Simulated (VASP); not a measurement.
GaSb, 2 atoms in the cell. It takes space group F-43m (No. 216, cubic). Conventional cell: a = 6.118 Å, b = 6.118 Å, c = 6.118 Å, α = 90.00°, β = 90.00°, γ = 90.00°. Ga (site symmetry -43m) has 4 Sb at 2.65 Å as nearest neighbours. Sb (site symmetry -43m) has 4 Ga at 2.65 Å as nearest neighbours. 

```yaml
Program: VASP 6.6.1
Task: relaxation of cell and atoms
Functional: LDA
Potentials_or_basis: VASP PAW LDA potentials, release 64 (Ga_d, Sb)
Cutoff: 350 eV
k_mesh: 6 × 6 × 6
Occupations: gaussian, width 0.02 eV
Spin: no spin polarisation
Further_INCAR_settings: ALGO = Fast; EDIFF = 1e-07; IBRION = 2; EDIFFG = -0.002; NSW = 80; ISIF = 3
```

Potentials or basis: VASP PAW LDA potentials, release 64 (Ga_d, Sb).

Launch:

```sh
$ cat potpaw_LDA.64/Ga_d/POTCAR potpaw_LDA.64/Sb/POTCAR > POTCAR
$ mpirun -np 1 vasp_std > vasp.out
```

Hardware: 1 thread of Intel(R) Xeon(R) Platinum 8488C (Sapphire Rapids), on a shared host.

Q: How long does it take, and how much memory?

A: It took 26 s on 1 thread of Intel(R) Xeon(R) Platinum 8488C (Sapphire Rapids), with other jobs on the host, peak memory 0.14 GiB. Counts: scf iterations 51, k points 16, ion steps 6.
